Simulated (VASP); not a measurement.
Input of a VASP 6.6.1 run:

The input INCAR:

```
ALGO = Normal
EDIFF = 1E-6
EDIFFG = -0.005
ENCUT = 600
GGA = PS
IBRION = 2
ISIF = 3
ISMEAR = 1
IVDW = 13
LASPH = T
LCHARG = F
LREAL = F
LWAVE = F
NELM = 120
NSW = 40
PREC = Accurate
SIGMA = 0.1
```

Contents of KPOINTS:

```
k-points
0
Gamma
  18 18 18
```

File POSCAR:

```
Pd
1.0
    0.0000000000      1.9400000000      1.9400000000
    1.9400000000      0.0000000000      1.9400000000
    1.9400000000      1.9400000000      0.0000000000
Pd
1
Direct
    0.0000000000      0.0000000000      0.0000000000
```

Potentials or basis: VASP PAW PBE potentials, release 64 (Pd).

Launch:

```bash
$ cat potpaw_PBE.64/Pd/POTCAR > POTCAR
$ mpirun -np 1 vasp_std > vasp.out
```

**Question.** Predict the relaxed cell.

**Answer.** a = 2.725 Å, b = 2.725 Å, c = 2.725 Å, α = 60.00°, β = 60.00°, γ = 60.00°.

**Question.** Predict the dispersion energy per atom.

**Answer.** -0.294 eV.

Step by step:
| step | energy change (eV) | largest force (eV/Å) | pressure (GPa) | volume (Å³) |
| --- | --- | --- | --- | --- |
| 1 | 0.0000 | 0.0000 | -4.18 | 14.60 |
| 2 | 0.0086 | 0.0000 | 8.45 | 13.81 |
| 3 | -0.0039 | 0.0000 | -0.04 | 14.31 |

Caveat: the PAW data sets were made with another functional, which shifts forces and pressure a little; pairwise dispersion overbinds metals, which lowers pressure and volume.
